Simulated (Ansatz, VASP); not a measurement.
**Sb in VASP and in Ansatz**

Contents of INCAR:

```
SYSTEM = Sb
  PREC = Accurate
  ENCUT = 520
  EDIFF = 1E-6
  ISMEAR = -1
  SIGMA = 0.1
  LREAL = .FALSE.
  LASPH = .TRUE.
  NELM = 100
  ALGO = Normal
  ISIF = 2
  LWAVE = .FALSE.
  LCHARG = .FALSE.
  NBANDS = 8
```

File KPOINTS:

```
regular mesh
0
G
  12 12 12
  0 0 0
```

Contents of POSCAR:

```
Sb
1.0
    3.0785916381      0.0000000000      0.0000000000
    0.0000000000      3.0785916381      0.0000000000
    0.0000000000      0.0000000000      3.0785916381
Sb
1
Direct
    0.0000000000      0.0000000000      0.0000000000
```

Input for Ansatz:

```yaml
crystal:
  lattice:
    - [3.0785916381, 0.0, 0.0]
    - [0.0, 3.0785916381, 0.0]
    - [0.0, 0.0, 3.0785916381]
  atoms:
    - { symbol: Sb, position: [0.0, 0.0, 0.0] }
hamiltonian:
  xc: lda
  pseudopotentials:
    kind: paw
    azcp:
      Sb: "pseudopotentials/Sb.paw.azcp"
basis:
  ecutwfc: 420
  fft_grid_basis: typed
kpoints:
  mp_grid: { grid: [12, 12, 12], shift: [0, 0, 0] }
magnetization:
  spin_polarized: false
scf:
  occupations: { method: fermi_dirac, width: 0.1 }
  lower_state_search: "off"
output:
  stress: true
  write_density: true
  write_potential: true
  elf: true
  volumetric_format: npy
```

Alike in both runs: task single point; functional LDA; k mesh 12 × 12 × 12; occupations fermi-dirac, width 0.1 eV; no spin polarisation.

|  | VASP | Ansatz |
| --- | --- | --- |
| version | VASP 6.6.1 | Ansatz 0.2.0 |
| potentials or method | VASP PAW LDA potentials, release 64 (Sb) | plane waves (420 eV) with PAW, scalar-relativistic |
| plane-wave cutoff (eV) | 520 | 420 |
| valence electrons in the cell | 5 | 15 |

|  | VASP | Ansatz | Ansatz less VASP |
| --- | --- | --- | --- |
| pressure (GPa) | -1.9 | -2.1 | -0.17 |

The two sets of potentials don't hold the same shells in valence. Ansatz warned: «pseudo_functional_mismatch».

Spin-orbit coupling is left out, which matters for the levels of Sb.
